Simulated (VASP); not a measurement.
# CoO (P3m1) in VASP: a series of runs, part 2 of 2

VASP 6.6.1.

## (5) Single point, PBE, collinear spin, ferromagnetic start

INCAR reads:

```
PREC = Normal
ENCUT = 550
EDIFF = 1E-6
ISMEAR = 0
SIGMA = 0.05
LREAL = F
LASPH = T
NELM = 100
ALGO = Normal
ISIF = 2
LWAVE = F
LCHARG = F
ISPIN = 2
MAGMOM = 2 2 0 0
LORBIT = 11
LMAXMIX = 4
GGA = PE
NBANDS = 27
ADDGRID = F
```

KPOINTS reads:

```
Automatic mesh
0
Gamma
  10 10 6
```

POSCAR reads:

```
CoO
1.0
    3.1976457435      0.0000000000      0.0000000000
   -1.5988228718      2.7692424462      0.0000000000
    0.0000000000      0.0000000000      5.2287097100
Co O
2 2
Direct
    0.3333333333      0.6666666667      0.5033624100
    0.0000000000      0.0000000000      0.0034741400
    0.3333333333      0.6666666667      0.8715556000
    0.0000000000      0.0000000000      0.3716088500
```

Potentials or basis: VASP PAW PBE potentials, release 64 (Co, O).

Command:

```
cat potpaw_PBE.64/Co/POTCAR potpaw_PBE.64/O/POTCAR > POTCAR
mpirun -np 1 vasp_std > vasp.out
```

OUTCAR:

```text
PREC = Normal
   ENCUT = 550
   EDIFF = 1E-6
   ISMEAR = 0
   LREAL = F
   LASPH = T
   NELM = 100
   ISIF = 2
   ISPIN = 2
   LORBIT = 11
   GGA = PE

 Found     72 irreducible k-points:

 Following reciprocal coordinates:
            Coordinates               Weight
  0.000000  0.000000  0.000000      1.000000
  0.100000  0.000000  0.000000      6.000000
  0.200000  0.000000  0.000000      6.000000
  0.300000  0.000000  0.000000      6.000000
  0.400000  0.000000  0.000000      6.000000
  0.500000  0.000000  0.000000      3.000000
   k-points           NKPTS =     72   k-points in BZ     NKDIM =     72   number of bands    NBANDS=     27
   number of dos      NEDOS =    301   number of ions     NIONS =      4
   total plane-waves  NPLWV =   9720
   dimension x,y,z NGX =    18 NGY =   18 NGZ =   30
   dimension x,y,z NGXF=    36 NGYF=   36 NGZF=   60
   ions per type =               2   2
   NGX,Y,Z   is equivalent  to a cutoff of   9.36,  9.36,  9.54 a.u.
   NGXF,Y,Z  is equivalent  to a cutoff of  18.72, 18.72, 19.08 a.u.
 SYSTEM =  unknown system
   PREC   = normal    normal or accurate (medium, high low for compatibility)
   ISTART =      0    job   : 0-new  1-cont  2-samecut
   ICHARG =      2    charge: 1-file 2-atom 10-const
   ISPIN  =      2    spin polarized calculation?
   LNONCOLLINEAR =      F non collinear calculations
   LSORBIT =      F    spin-orbit coupling
   LASPH  =      T    aspherical Exc in radial PAW
   ENCUT  =  550.0 eV  40.42 Ry    6.36 a.u.   6.11  6.11 10.00*2*pi/ulx,y,z
   NELM   =    100;   NELMIN=  2; NELMDL= -5     # of ELM steps
   EDIFF  = 0.1E-05   stopping-criterion for ELM
   LREAL  =      F    real-space projection
   EDIFFG = 0.1E-04   stopping-criterion for IOM
   NSW    =      0    number of steps for IOM
   IBRION =     -1    ionic relax: 0-MD 1-quasi-New 2-CG
   NFREE  =      0    steps in history (QN), initial steepest desc. (CG)
   ISIF   =      2    stress and relaxation
   ISYM   =      2    0-nonsym 1-usesym 2-fastsym
   POTIM  = 0.5000    time-step for ionic-motion
   TEBEG  =    0.0;   TEEND  =   0.0 temperature during run
   PSTRESS=    0.0 pullay stress
   NELECT =      30.0000    total number of electrons
   NUPDOWN=      -1.0000    fix difference up-down
[... 38 lines left out ...]
 val. band max:        6.0310367999   @ k =   0.1000   0.1000   0.0000
 cond. band min:       6.0457707424   @ k =   0.3000   0.3000   0.1667
 fundamental gap:      0.0147339425
 Fermi energy:         6.0398481674

 spin component 1

 k-point     1 :       0.0000    0.0000    0.0000
  band No.  band energies     occupation
      1     -13.9622      1.00000
      2     -13.3319      1.00000
      3      -0.9942      1.00000
      4      -0.2174      1.00000
      5      -0.0575      1.00000
      6      -0.0575      1.00000
[... 169 lines left out ...]
     26      20.0490      0.00000
     27      22.4915      0.00000

 [... further k-points ...]

 spin component 2

 k-point     1 :       0.0000    0.0000    0.0000
  band No.  band energies     occupation
      1     -13.3970      1.00000
      2     -12.7337      1.00000
      3      -0.4488      1.00000
      4       1.1007      1.00000
      5       1.2510      1.00000
      6       1.2510      1.00000
[... 169 lines left out ...]
     26      20.7497      0.00000
     27      23.3948      0.00000

 [... further k-points ...]

------------------------ aborting loop because EDIFF is reached ----------------------------------------

  FORCE on cell =-STRESS in cart. coord.  units (eV):
  Direction    XX          YY          ZZ          XY          YZ          ZX
  --------------------------------------------------------------------------------------
  -------------------------------------------------------------------------------------
  Total        0.2083659      0.2083659      1.1382604     -0.0000000     -0.0000000      0.0000000
  in kB        7.2102689      7.2102689     39.3882202     -0.0000000     -0.0000000      0.0000000
  external PRESSURE =      17.9362527 kB  Pullay stress =       0.0000000 kB

 VOLUME and BASIS-vectors are now :
 -----------------------------------------------------------------------------
  energy-cutoff  :      550.00
  volume of cell :       46.30
      direct lattice vectors                 reciprocal lattice vectors
     3.197645743  0.000000000  0.000000000     0.312730077  0.180554794  0.000000000
    -1.598822872  2.769242446  0.000000000     0.000000000  0.361109588  0.000000000
     0.000000000  0.000000000  5.228709710     0.000000000  0.000000000  0.191251773

 POSITION                                       TOTAL-FORCE (eV/Angst)
 -----------------------------------------------------------------------------------
     -0.00000      1.84616      2.63194         0.000000      0.000000     -0.303553
      0.00000      0.00000      0.01817         0.000000      0.000000     -0.310443
     -0.00000      1.84616      4.55711        -0.000000     -0.000000      0.307782
      0.00000      0.00000      1.94303        -0.000000      0.000000      0.306214
 -----------------------------------------------------------------------------------
    total drift:                                0.000007      0.000012     -0.001597

  FREE ENERGIE OF THE ION-ELECTRON SYSTEM (eV)
  ---------------------------------------------------
  free  energy   TOTEN  =       -26.6177925334 eV

  energy  without entropy=      -26.6156205987  energy(sigma->0) =      -26.61670657

 total charge

# of ion       s       p       d       tot
------------------------------------------
    1        0.349   0.435   7.189   7.972
    2        0.349   0.435   7.189   7.972
    3        1.548   3.449   0.000   4.998
    4        1.548   3.449   0.000   4.998
--------------------------------------------------
tot          3.794   7.768  14.378  25.940

 magnetization (x)

# of ion       s       p       d       tot
------------------------------------------
    1        0.016   0.060   2.441   2.518
    2        0.016   0.060   2.441   2.518
    3        0.022   0.296   0.000   0.318
    4        0.022   0.296   0.000   0.318
--------------------------------------------------
tot          0.076   0.713   4.882   5.671
```

OSZICAR:

```text
N       E                     dE             d eps       ncg     rms          rms(c)
DAV:   1     0.259742017484E+03    0.25974E+03   -0.14143E+04  7808   0.136E+03
DAV:   2    -0.293853472627E+01   -0.26268E+03   -0.23466E+03  8019   0.318E+02
DAV:   3    -0.313631126063E+02   -0.28425E+02   -0.26985E+02  8598   0.118E+02
[... 11 lines left out ...]
DAV:  15    -0.266177487684E+02   -0.64671E-04   -0.23145E-04  8534   0.170E-01    0.784E-02
DAV:  16    -0.266177833812E+02   -0.34613E-04   -0.78176E-05  9493   0.956E-02    0.290E-02
DAV:  17    -0.266177902580E+02   -0.68768E-05   -0.18155E-05 10512   0.396E-02    0.188E-02
DAV:  18    -0.266177915787E+02   -0.13207E-05   -0.51041E-06  6825   0.223E-02    0.101E-02
DAV:  19    -0.266177925334E+02   -0.95461E-06   -0.27198E-06  5184   0.172E-02
   1 F= -.26617793E+02 E0= -.26616707E+02  d E =-.217193E-02  mag=     5.9168
```

stdout:

```text
POSCAR found type information on POSCAR CoO
 POSCAR found :  2 types and       4 ions
 scaLAPACK will be used
 LDA part: xc-table for (Slater+PW92), standard interpolation
 POSCAR, INCAR and KPOINTS ok, starting setup
 FFT: planning ... GRIDC
 FFT: planning ... GRID_SOFT
 FFT: planning ... GRID
 WAVECAR not read
 entering main loop
```

Run time: 58 s. Hardware: 1 thread of Intel Xeon 6975P-C (Granite Rapids), shared host; peak memory 0.23 GiB.

These settings aren't checked as converged: the numbers below hold their error.

What came out:

```yaml
Free_energy: -26.6178 eV
Pressure: 1.8 GPa
Largest_force: 0.310 eV/Å
Band_gap_on_the_k_mesh: none (metal or under the smearing width)
Net_moment: 5.92 μB per cell
Site_moments: Co +2.52; O +0.32 μB
Valence_electrons_inside_the_program's_atomic_spheres: Co 7.97; O 5.00
```

Caveat: semilocal functionals often make such compounds metallic where correlation or magnetic order opens a gap, which also shifts bond lengths.

## (6) For comparison

An earlier run on the cell as given: functional PBE; potentials or basis VASP PAW PBE potentials, release 64 (Co, O); cutoff 520 eV; k mesh 10 × 10 × 5; occupations fermi-dirac, width 0.05 eV; collinear spin, ferromagnetic start; starting moments [2.0, 2.0, 0.0, 0.0] μB.

- Pressure: 1.4 GPa
- Largest force: 0.310 eV/Å
- Band gap on the k mesh: none (metal or under the smearing width)
- Net moment: 5.85 μB per cell
- Site moments: Co +2.50; O +0.31 μB
- Valence electrons inside the program's atomic spheres: Co 7.97; O 5.00
